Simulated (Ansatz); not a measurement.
Ti:

```
CELL_PARAMETERS angstrom
-1.64100 1.64100 1.64100
1.64100 -1.64100 1.64100
1.64100 1.64100 -1.64100
ATOMIC_POSITIONS crystal
Ti 0.00000 0.00000 0.00000
```

This isn't the form of Ti at room conditions, which is hcp.

Below is the output of Ansatz 0.2.0 for this cell. Logs are shortened: lines on timing, memory, paths and dates and some standing lists are left out, and cuts for length are marked.

```text
Warning: RAYON_NUM_THREADS=2 ignored (pool sized by the plan → 2); use --threads N
Engine: ansatz 0.2.0, x86_64-unknown-linux-gnu
Pseudopotentials: kind: paw
Pseudopotential: Ti, paw, valence charge 12, recommended cutoff 420 eV (normal), Ti.paw.azcp
Functional definition: revPBE
  parameter kappa = 1.245
  parameter beta = 0.06672455060314922
  exchange = pbe_x(kappa = kappa, mu = beta*pi^2/3)
  correlation = pbe_c(beta = beta)
Crystal: 1 atoms, lattice volume = 17.676 Å³
Basis set: ecut = 420 eV, 369 PW (Γ), exchange–correlation on 40×40×40 points (8 copies of the dense FFT grid, shifted against one another)
Bands: 10, of which v1, the nominal top of the filled ones, is band 6 counted from 1 (5 counted from 0)
Symmetry: 48 space group operations
Space group: Im-3m (ITA 229), of the structure as read, at distance tolerance 2.6e-5 Å
k-points: 56 of 1331
Non-local potential: Ti, projectors of the file, l = 0: 3, l = 1: 2, l = 2: 3, l = 3: 1
PAW form: soft (Blöchl's): semilocal exchange-correlation on the pseudo side does not see the compensation charge
PAW frozen core: Ti, regenerated for the run's functional, and the local potential with it (the file was generated under x = pbe(κ = 0.804, μ = 0.2195149727645171), c = pbe(β = 0.06672455060314922))
PAW one-centre angular grid: Ti, 590 points (default); XC on 64 Gauss nodes
Initial density: superposition of atomic densities (neutral atoms: chi_scale 0, normalization atom), corrected by the library's trained network
Initial wavefunctions: pseudopotential atomic-orbital guess
Functional: x = revpbe(κ = 1.245, μ = 0.2195149727645171), c = pbe(β = 0.06672455060314922)
SCF iter   1: F=—  HF=-2502.682000 eV  |F-HF|=—  |Δ(HF+E_count)|=         —  Δρ=2.61e-3  dr2=9.40e-4  ethr=1.77e-3  ⟨swp⟩=4.3  Hψ=2960  notcnv=0
preconditioner: auto → none  [metal: Δε(μ)=0.010 eV  Ē_g=4.045 eV  σ=0.050 eV  W_gap=0.05  n_scr=0 (ndim 8)  ℏωp=17.7 eV  f_vac=0.000  D(μ)=2.93/eV (n_scr^D=54)]
SCF iter   2: F=—  HF=-2502.681835 eV  |F-HF|=—  |Δ(HF+E_count)|=   1.65e-4  Δρ=1.23e-3  dr2=1.50e-4  ethr=7.83e-6  ⟨swp⟩=3.0  Hψ=1475  notcnv=0
SCF iter   3: F=—  HF=-2502.681829 eV  |F-HF|=—  |Δ(HF+E_count)|=   6.18e-6  Δρ=5.64e-4  dr2=8.38e-6  ethr=1.25e-6  ⟨swp⟩=2.7  Hψ=915  notcnv=0
SCF iter   4: F=—  HF=-2502.681877 eV  |F-HF|=—  |Δ(HF+E_count)|=   4.78e-5  Δρ=6.25e-5  dr2=2.92e-7  ethr=6.98e-8  ⟨swp⟩=2.0  Hψ=842  notcnv=0
iter 5 did not close the SCF: its close was put off for the readings that it lacked (scf_convergence_deferred on its scf_iter line)
SCF iter   5: F=-2502.681877 eV  HF=-2502.681877 eV  |F-HF|=7.89e-9  |Δ(HF+E_count)|=   2.73e-7  Δρ=7.51e-6  dr2=1.09e-8  ethr=2.44e-9  ⟨swp⟩=3.0  Hψ=941  notcnv=0
[... 32 lines left out ...]
SCF converged after 5 iterations
Free energy (F): -2502.681898 eV
Harris-Foulkes:  -2502.681898 eV  (|F-HF|=4.55e-13)
Internal energy: -2502.659095 eV  (E = F + TS)
E sigma→0 (E₀):  -2502.670497 eV
Entropy (-TS):   -0.022803 eV (-22.803 meV/atom)
Fermi energy:    12.966000 eV
--- Per-component energies (eV) ---
  E_band       = -159.321850
  E_kinetic    = 272.308746
  E_local      = -821.157108  (includes V_loc(G=0)·N_el)
  E_nonlocal   = 7.622648
  E_hartree    = 337.191160
  E_xc         = -97.449296
  E_vxc        = -121.705628  (∫ρ·V_xc dr)
  E_paw        = -1050.727283  (= ΣΔE_a)
  E_vpaw       = -170.772955  (= ΣTr[D̂ρ^β])
  E_aug_tail   = 0.000126  (compensation charges beyond the density's cutoff)
  E_ewald      = -1150.410293
  E_core_change = -0.037795  (= ΣΔE_core)
  E_smearing   = -0.022803  (= −TS)
  E_closure    = 0.000000  (closes the sum)
  Σ components = -2502.681898   (vs F -2502.681898, Δ=0.00e0)
--- Forces (eV/Å), atoms counted from 1 ---
  atom   1  Ti    -0.00000000     0.00000000     0.00000000
  max |Σ_I F_I| component: 9.66e-32 eV/Å
--- Stress (GPa, compression-positive) ---
        0.000316      -0.000000       0.000000
        0.000000       0.000316      -0.000000
        0.000000      -0.000000       0.000316
  P = ⅓ Tr σ = 0.0003 GPa (0.003 kbar)
--- Band table (eV; the first three rows and the last of 56) ---
  k-point 0: bands = ["-43.6504", "-19.4914", "-19.4914", "-19.4914", "7.0642", "13.9604", "13.9604", "13.9604", "15.6823", "15.6823"]
  k-point 1: bands = ["-43.6407", "-19.5440", "-19.5077", "-19.4917", "7.3404", "13.8362", "13.9194", "14.1603", "15.5470", "15.6907"]
  k-point 2: bands = ["-43.6146", "-19.6834", "-19.5511", "-19.4925", "8.1161", "13.5195", "13.7013", "14.7286", "15.3753", "15.7269"]
  k-point 55: bands = ["-43.4442", "-19.9311", "-19.9213", "-19.9213", "10.9799", "10.9921", "16.5685", "16.5685", "16.7597", "20.6613"]
--- Relaxed structure (3 steps of the walk, 3 accepted, 1 SCFs on fresh bases) ---
  F+E_penalty+E_count = -2502.68189836 eV   max|allowed force component| = 0.000e0 eV/Å   (the final SCF, on the basis selected at the relaxed cell)
  cell:  # Å, volume = 17.6398 Å³
    - [-1.6398776897381206, 1.6398776897381206, 1.6398776897381206]
    - [1.6398776897381206, -1.6398776897381206, 1.6398776897381206]
    - [1.6398776897381206, 1.6398776897381206, -1.6398776897381206]
  atoms:
    - { symbol: Ti, position: [0.0, 0.0, 0.0] }
```

**Question.** What input gives this log?

**Answer.** Relaxation of cell and atoms with revPBE, no spin polarisation. The files as run (others can give the same):

input.yaml
```yaml
crystal:
  lattice:
    - [-1.641, 1.641, 1.641]
    - [1.641, -1.641, 1.641]
    - [1.641, 1.641, -1.641]
  atoms:
    - { symbol: Ti, position: [0.0, 0.0, 0.0] }
hamiltonian:
  xc: revpbe
  pseudopotentials: { kind: paw }
kpoints:
  mp_grid: { grid: [11, 11, 11] }
scf:
  occupations: { method: fermi_dirac, width: 0.05 }
output:
  forces: true
  stress: true
  eigenvalues: true
relax:
  f_tol: 0.01
  max_steps: 40
  cell: { stress_tol: 0.05 }
```

Potentials or basis: Ansatz PAW.
Launch:
```bash
$ ansatz run input.yaml --threads 2 --pin off --max-ram 5632MiB --backend cpu --events-out ev --progress --plain --runs-dir out
```

Caveat: the plane-wave basis is chosen anew once the cell has moved, so the energies of steps on either side of that aren't comparable; the PAW data sets come from PBE, with cores solved anew for the run's functional, which leaves a small shift of forces and pressure.
